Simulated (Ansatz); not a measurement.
## Phases of HgTe at 4 GPa

Structure types of HgTe are relaxed in primitive cells with their symmetry kept at 4 GPa, on PAW files; LAPW relaxes the small cells further and takes the PAW cell for the others (marked *). The enthalpy is E + pV at zero temperature, without zero-point motion. Only the types listed were tried, and differences under about 5 meV/atom are mesh noise. The real phase may be another.

Level of theory: DFT with PBE, scalar-relativistic, in Ansatz 0.2.0; Fermi–Dirac smearing of 0.08 eV, no spin polarisation. LAPW: all electrons, basis error target 0.5 meV/atom; PAW: frozen-core files, cutoff 420 eV.

k meshes: rocksalt 12×12×12, CsCl 12×12×12, zincblende 11×11×11, wurtzite 9×9×5, NiAs 9×9×5.

Spin–orbit coupling is left out, which matters for the heavy atoms.

Problem. Which type is lowest in enthalpy, and by how much?

Solution. rocksalt, 24 meV/atom below zincblende. The whole table:

```tsv
start type	ends as	a, b, c (Å)	V (Å³/atom)	H − H(lowest), LAPW (meV/atom)	same, PAW
rocksalt	rocksalt, Fm-3m	6.000, 6.000, 6.000	27.00	0.0	0.0
CsCl	CsCl, Pm-3m	3.716, 3.716, 3.716	25.66	229.0	229.1
zincblende	zincblende, F-43m	6.450, 6.450, 6.450	33.54	24.4	24.4
wurtzite*	wurtzite, P6_3mc	4.549, 4.549, 7.490	33.56	33.9	34.0
NiAs*	NiAs, P6_3/mmc	4.144, 4.144, 7.350	27.33	57.7	57.8
```

Problem. Split the lead of rocksalt over zincblende into energy and pV.

Solution. For zincblende less rocksalt: ΔE = -139.0 meV/atom, and p·ΔV = 4 GPa × +6.5458 Å³ × 6.242 meV/(GPa·Å³) = +163.4 meV/atom, together 24.4 meV/atom. rocksalt wins by its smaller volume, against the internal energy.
